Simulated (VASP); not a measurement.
The system is CdSe.

```xyz
2
Lattice="0.0000 3.0703 3.0703 3.0703 0.0000 3.0703 3.0703 3.0703 0.0000" Properties=species:S:1:pos:R:3 pbc="T T T"
Cd    0.0000    0.0000    0.0000
Se    1.5351    1.5351    1.5351
```

Measurements of this composition are mostly on another form, of space group No. 186.

Base run:

- Program: VASP 6.6.1
- Functional: PBE
- Potentials or basis: VASP PAW PBE potentials, release 64 (Cd, Se)
- Cutoff: 520 eV
- k mesh: 8 × 8 × 8
- Occupations: fermi-dirac, width 0.05 eV
- Spin: no spin polarisation

Its results: band gap on the k mesh 0.55 eV, direct; pressure 1.6 GPa.

Problem. After a change of settings the same cell gave: band gap on the k mesh 1.47 eV, direct; pressure 0.0 GPa. Which change was it?
A. functional from PBE to r2SCAN; further incar settings from ALGO = Normal; EDIFF = 1e-07; NBANDS = 16 to ALGO = Normal; EDIFF = 1e-07
B. occupations from fermi-dirac, width 0.05 eV to gaussian, width 0.021 eV; further incar settings from ALGO = Normal; EDIFF = 1e-07; NBANDS = 16 to ALGO = Fast; EDIFF = 1e-07; NBANDS = 16
C. functional from PBE to r2SCAN-EpsX; k mesh from 8 × 8 × 8 to 4 × 4 × 4

Solution. C.

Caveats: some runs use coarse meshes; an unscreened hybrid on a path of extra k points without a Coulomb cutoff has errors near the mesh points, so the bands along the path aren't reliable (some runs); the PAW data sets were made with another functional, which shifts forces and pressure a little (some runs).

Not every run made on this cell is shown here.
